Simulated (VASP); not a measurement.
The system is C.

```
C
1.0
     0.00000    1.78337    1.78337
     1.78337    0.00000    1.78337
     1.78337    1.78337    0.00000
C
2
Direct
  0.75000 0.75000 0.75000
  0.50000 0.50000 0.50000
```

This isn't the form of C at room conditions, which is graphite.

* Program: VASP 6.6.1
* Task: relaxation of cell and atoms
* Functional: RPBE
* Potentials or basis: VASP PAW PBE potentials, release 64 (C)
* Cutoff: 600 eV
* k mesh: 13 × 13 × 13
* Occupations: fermi-dirac, width 0.05 eV
* Spin: no spin polarisation

At the start: pressure 7.7 GPa; volume 5.67 Å³/atom.

Where does the relaxation end?

Over 3 steps the energy falls by 2.4 meV/atom and the volume is 5.77 Å³/atom (+1.8 %); space group Fd-3m (No. 227, to 0.05 Å).

The path:
```tsv
step	energy change (eV)	largest force (eV/Å)	pressure (GPa)	volume (Å³)
1	0.0000	0.0000	7.74	11.34
2	0.0020	0.0000	-8.63	11.80
3	-0.0049	0.0000	-0.02	11.55
```

Final structure:
```xyz
2
Lattice="0.0000 1.7941 1.7941 1.7941 0.0000 1.7941 1.7941 1.7941 0.0000" Properties=species:S:1:pos:R:3 pbc="T T T"
C     2.6911    2.6911    2.6911
C     1.7941    1.7941    1.7941
```

The cell as given is a measured one (5.67 Å³/atom); RPBE puts the equilibrium volume +1.8 % from it, thermal expansion not counted.

Caveat: the PAW data sets were made with another functional, which shifts forces and pressure a little.
